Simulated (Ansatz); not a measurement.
A relaxed cell of NbP is given with its symmetry left out. The cell was found from a structure generator's guess, not taken from experiment.

Theory: DFT PBE, scalar-relativistic, plane waves, PAW (Ansatz 0.2.0). Cutoff 420 eV, Γ-centred mesh, Gaussian smearing, no spin polarisation.

```cif
data_structure
_symmetry_space_group_name_H-M 'P 1'
_symmetry_Int_Tables_number 1
_cell_length_a 3.3145
_cell_length_b 3.3145
_cell_length_c 6.7227
_cell_angle_alpha 90.000
_cell_angle_beta 90.000
_cell_angle_gamma 120.000
_cell_volume 63.96
loop_
_atom_site_label
_atom_site_type_symbol
_atom_site_fract_x
_atom_site_fract_y
_atom_site_fract_z
_atom_site_occupancy
Nb1 Nb 0.00000 0.00000 0.00000 1
Nb2 Nb 0.00000 0.00000 0.50000 1
P1 P 0.33333 0.66667 0.25000 1
P2 P 0.66667 0.33333 0.75000 1
```

The zero of energy is the elements' standard structures at the same level; no fitted shifts are applied. The references include black phosphorus.

**Question.** What space group does it have?

**Answer.** P6_3/mmc (No. 194). Conventional cell: a = 3.314 Å, c = 6.723 Å. Nb has 6 P at 2.55 Å; around P lie 6 Nb at 2.55 Å.

**Question.** What is its formation energy per atom?

**Answer.** −0.98 eV/atom. It lies below the elements, which doesn't yet make it stable against other compounds or structures.

**Question.** Is it a metal?

**Answer.** Yes, bands cross the Fermi level on the 18×18×8 mesh.

The last run used an 18×18×8 mesh (in the run's order of axes) for its 4-atom cell and Gaussian smearing of 0.10 eV. The reference form of P is held partly by dispersion forces, which this level lacks. Symmetry constrained the relaxation, so the result can be a saddle point.
